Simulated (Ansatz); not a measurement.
# Exchange couplings of EuO against the energies of its magnetic orders — Ansatz, plane waves and PAW

Space group Fm-3m (No. 225), 2 atoms in the cell of the first input below: a = 3.637 Å, b = 3.637 Å, c = 3.637 Å, α = 60.00°, β = 60.00°, γ = 60.00°.

The cell was built from a prototype of a structure type listed for this compound, at its measured volume, taken without relaxation (pressure -6.8 GPa with this functional, without spin–orbit coupling). Functional: LDA+U (Eu 6 eV).

The couplings come from the ferromagnetic state by the force theorem with constrained moments:

```yaml
crystal:
  lattice:
    - [0.0, 2.5719519658, 2.5719519658]
    - [2.5719519658, 0.0, 2.5719519658]
    - [2.5719519658, 2.5719519658, 0.0]
  atoms:
    - { symbol: Eu, position: [0.5, 0.5, 0.5], spin: 7.42 }
    - { symbol: O, position: [0.0, 0.0, 0.0] }
basis:
  ecutwfc: 420
  ecutrho_ratio: 4
kpoints:
  mp_grid: { grid: [10, 10, 10] }
  band_path:
    path:
      - [[0.0, 0.0, 0.0], [0.5, 0.0, 0.5], [0.625, 0.25, 0.625]]
      - [[0.375, 0.375, 0.75], [0.0, 0.0, 0.0], [0.5, 0.5, 0.5], [0.5, 0.25, 0.75], [0.5, 0.0, 0.5]]
    npoints: 6
hamiltonian:
  xc: lda
  hubbard: { sites: [{ species: Eu, l: f, u_eff: 6.0 }] }
scf:
  occupations: { method: gaussian, width: 0.05 }
  lower_state_search: "off"
output:
  forces: true
  stress: true
  eigenvalues: true
  populations: true
  hubbard: { sites: [{ species: Eu, l: f }] }
  eigenstates:
    nscf_kmesh: { grid: [10, 10, 10] }
    top_band: c28
    exchange_couplings: { magnetic: [{ site: 0 }] }
    magnetocrystalline_anisotropy: {}
magnetization:
  spin_polarized: true
checkpoint:
  read: start.run
  write: ck
  compress: false
  write_wavefunctions: false
  write_every: 100000
```

```bash
ansatz run input.yaml --threads 4 --pin off --max-ram 9216MiB --backend cpu --events-out ev --progress --plain --runs-dir out
```

start.run is the saved state of an earlier run of the same cell.

Time: 110 s on 4 threads of Intel(R) Xeon(R) Processor @ 2.50GHz (Skylake/Cascade Lake) (shared host), peak memory 1.3 GiB.

Couplings between Eu atoms, for E = −Σ(i≠j) J_ij e_i·e_j with unit vectors (each pair counted twice):

```json
{"distance (Å)": "3.637", "neighbours": "12", "J (meV)": "1.248"}
{"distance (Å)": "5.144", "neighbours": "6", "J (meV)": "0.311"}
{"distance (Å)": "6.300", "neighbours": "24", "J (meV)": "0.005"}
{"distance (Å)": "7.275", "neighbours": "12", "J (meV)": "0.008"}
{"distance (Å)": "8.133", "neighbours": "24", "J (meV)": "0.008"}
{"distance (Å)": "8.910", "neighbours": "8", "J (meV)": "-0.001"}
{"distance (Å)": "9.623", "neighbours": "48", "J (meV)": "0.000"}
{"distance (Å)": "10.288", "neighbours": "6", "J (meV)": "0.002"}
{"distance (Å)": "10.912", "neighbours": "36", "J (meV)": "0.000"}
{"distance (Å)": "11.502", "neighbours": "24", "J (meV)": "0.000"}
```

23 shells out to 17.8 Å enter the sums below; those further out add 0.00 meV to J(0).

Problem. All couplings of one atom add up to J(0) = 17.28 meV. What is the mean-field ordering temperature?

Solution. k_B T = (2/3) J(0), so T = 133.7 K; the program prints 133.7 K, and 104.9 K in Tyablikov's decoupling. Mean field leaves out fluctuations and so overshoots the model's own ordering temperature. The couplings also hang on U, so neither figure predicts a measured one.

At rigid moments, leaving out the upper third of the empty bands moves a coupling by up to 17 % of the largest.

Problem. What energy per Eu above the ferromagnet does the model give for the order with wave vector q = (0.000, 0.000, 0.500) in units of the reciprocal cell vectors?

Solution. E(q) − E(0) = Σ J_ij (1 − cos q·R_ij). The shells that add most, as J × Σ(1 − cos): 1.248 × 12.00 at 3.64 Å, 0.311 × 12.00 at 5.14 Å, 0.005 × 24.00 at 6.30 Å, 0.008 × 24.00 at 8.13 Å, -0.001 × 16.00 at 8.91 Å, and 0.04 meV from the 18 other shells kept; in all 19.04 meV.

Each order was then solved self-consistently. The input for the first:

```yaml
crystal:
  lattice:
    - [0.0, 2.5719519658, 2.5719519658]
    - [2.5719519658, 0.0, 2.5719519658]
    - [5.1439039316, 5.1439039316, 0.0]
  atoms:
    - { symbol: Eu, position: [0.5, 0.5, 0.25], spin: 7.0 }
    - { symbol: O, position: [0.0, 0.0, 0.0] }
    - { symbol: Eu, position: [0.5, 0.5, 0.75], spin: -7.0 }
    - { symbol: O, position: [0.0, 0.0, 0.5] }
basis:
  ecutwfc: 420
  ecutrho_ratio: 4
kpoints:
  mp_grid: { grid: [10, 10, 5] }
hamiltonian:
  xc: lda
  hubbard: { sites: [{ species: Eu, l: f, u_eff: 6.0 }] }
scf:
  occupations: { method: gaussian, width: 0.05 }
  lower_state_search: "off"
output:
  forces: true
  stress: true
  eigenvalues: true
  populations: true
  hubbard: { sites: [{ species: Eu, l: f }] }
  write_density: true
  write_potential: true
  elf: true
  volumetric_format: npy
magnetization:
  spin_polarized: true
checkpoint:
  read: start.run
  write: ck
  compress: false
  write_wavefunctions: false
  write_every: 100000
```

```bash
ansatz run input.yaml --threads 4 --pin off --max-ram 9216MiB --backend cpu --events-out ev --progress --plain --runs-dir out
```

start.run is the saved state of an earlier run of the same cell.

Time: 20 s on 4 threads of Intel(R) Xeon(R) Processor @ 2.50GHz (Skylake/Cascade Lake), on a shared host, peak memory 0.67 GiB.

Total energies count from the ferromagnet on the 10×10×10 mesh, or from a ferromagnetic run in the same doubled cell where its mesh isn't the equal of that (spin moment 6.74 μB).

```csv
order,q,model (meV),total energies (meV),largest spin moment (μB),gap on the mesh (eV)
collinear order in a doubled cell,0.000 0.000 0.500,19.04,18.37,6.73,0.84
collinear order in a doubled cell,0.000 0.500 0.500,20.41,19.79,6.73,0.65
```

The model has the sign of the total energies in all 2 rows, and meets their size within a tenth for 2; the largest miss is 0.66 meV. The ferromagnet is the lowest of the states tried, which hold no spiral. The couplings are derived for small turns about the ferromagnet.

Caveats: no spin-orbit coupling, which matters for these elements; not tested for a lower state; state of the open shells carried from another run; the upper empty bands still move some couplings by over a tenth of the largest.

The couplings are ferromagnetic and dominated by the first two Eu shells, as expected for localised half-filled 4f shells in an insulator without carriers to mediate long-range exchange. Direct 4f overlap is tiny; the nearest-neighbour coupling is usually attributed to virtual 4f–5d hopping combined with intra-atomic 4f–5d exchange. Across the second shell, paths through O 2p compete with this mechanism, which probably explains the smaller but still positive 0.311 meV.

The two antiferromagnetic orders probe these couplings differently: the costlier one reverses more nearest neighbours but leaves the second shell parallel, while the other reverses the whole second shell. Agreement for both, with nearly unchanged moments, supports a bilinear Heisenberg description even for full reversals. Even the lower temperature estimate, 104.9 K, lies well above the known Curie temperature of EuO, so the exchange scale is probably too large, perhaps because this U places the occupied 4f states too close to 5d. The total energies cannot expose such an error, since they share the same electronic structure.
